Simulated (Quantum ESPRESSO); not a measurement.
Runs of Quantum ESPRESSO 7.5 on SnO2. It takes space group R-3m (No. 166, trigonal). Conventional cell: a = 3.234 Å, b = 3.234 Å, c = 14.402 Å, α = 90.00°, β = 90.00°, γ = 120.00°. Sn (site symmetry -3m) has 6 O at 2.13 Å as nearest neighbours. Around O (site symmetry 3m) lie 3 Sn at 2.13 Å. Measurements of this composition are mostly on another form, of space group No. 136.

| task | level | potentials or basis | k mesh | cutoff (eV) | SCF threshold | form of the LDA correlation | symmetry | mesh quality | gap on the mesh (eV) | pressure (GPa) | V0 of scaled cells (Å³/atom) | B0 (GPa) | largest force (eV/Å) |
| --- | --- | --- | --- | --- | --- | --- | --- | --- | --- | --- | --- | --- | --- |
| band structure | PBEsol | GBRV 1.5 PBEsol | 10 × 10 × 10 | 925 | 6e-10 Ry | - | - | not flagged | 1.86 | -5.0 | - | - | (a) |
| band structure | LDA | GBRV 1.5 LDA | 10 × 10 × 10 | 925 | 6e-10 Ry | PZ81 | - | not flagged | (c) | (b) | - | - | 0.64 |
| equation of state | r2SCAN | SG15 PBE 1.2 | 4 × 4 × 4 | 1197 | 1e-08 Ry | - | off | coarse | - | - | 13.86 | 167 | - |
| equation of state | PBEsol | GBRV 1.5 PBEsol | 10 × 10 × 10 | 925 | 6e-10 Ry | - | - | not flagged | - | - | 14.01 | 157 | - |

Alike in all rows: no spin polarisation; cell as given; smearing fermi-dirac 0.05 eV.

**Question.** Estimate the missing entries.

**Answer.** (a) 0.38; (b) -8.8; (c) 1.77.

Caveats: some runs use coarse meshes; spin-orbit coupling is left out, which moves the levels of the heavy elements (some runs); the cell was scaled at fixed shape and fractional positions, which overstates the stiffness of a crystal with free parameters, most of all of layers and chains (some runs); the potentials were made for another functional, which shifts forces and pressure (some runs).

A k mesh can miss the band edges, and the runs leave out spin-orbit coupling on Sn.
